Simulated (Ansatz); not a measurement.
Runs of Ansatz 0.2.0 on KTaO3. It takes space group Pm-3m (No. 221, cubic). Conventional cell: a = 3.988 Å, b = 3.988 Å, c = 3.988 Å, α = 90.00°, β = 90.00°, γ = 90.00°. Ta (site symmetry m-3m) has 6 O at 1.99 Å as nearest neighbours. K (site symmetry m-3m) is surrounded by 12 O at 2.82 Å. Around O (site symmetry 4/mmm) lie 2 Ta at 1.99 Å. 

```csv
task,level,spin,cell,k mesh,smearing,points for each segment of the path,gap on the mesh (eV),pressure (GPa),relaxed volume (Å³/atom)
band structure,PBE,"SOC, no magnetisation",as given,5 × 5 × 5,fermi-dirac 0.05 eV,14,(c),(a),-
relaxation of cell and atoms,RPBE,off,relaxed,7 × 7 × 7,fermi-dirac 0.05 eV,-,2.21,0.0,13.34
single point,PBE,off,as given,7 × 7 × 7,gaussian 0.011 eV,-,2.28,5.4,-
relaxation of cell and atoms,PBE,off,relaxed,7 × 7 × 7,fermi-dirac 0.05 eV,-,2.22,0.0,13.04
relaxation of cell and atoms,revPBE+D3(BJ),off,relaxed,7 × 7 × 7,fermi-dirac 0.05 eV,-,2.28,0.0,12.87
single point,PBE,off,as given,7 × 7 × 7,gaussian 0.014 eV,-,2.28,5.4,-
band structure,PBEsol,"SOC, no magnetisation",as given,5 × 5 × 5,fermi-dirac 0.05 eV,14,(b),-0.7,-
relaxation of cell and atoms,BLYP,off,relaxed,7 × 7 × 7,fermi-dirac 0.05 eV,-,2.19,0.0,13.35
```

Alike in all rows: potentials or basis Ansatz PAW; cutoff (eV) 420.

**Question.** Estimate the missing entries.

**Answer.** (a) 5.2; (b) 2.11; (c) 2.20.

Caveats: odd divisions of the mesh miss points on the zone boundary, where band edges often lie, so the gap on the mesh can be too wide (some runs); spin-orbit coupling is left out, which moves the levels of the heavy elements (some runs); the plane-wave basis is chosen anew once the cell has moved, so the energies of steps on either side of that aren't comparable (some runs); the PAW data sets come from PBE, with cores solved anew for the run's functional, which leaves a small shift of forces and pressure (some runs); the k mesh misses the band edges, so the gap on the mesh is wider than the one along the path (some runs).

A k mesh can miss the band edges, and rows without SOC leave out spin-orbit coupling on Ta.
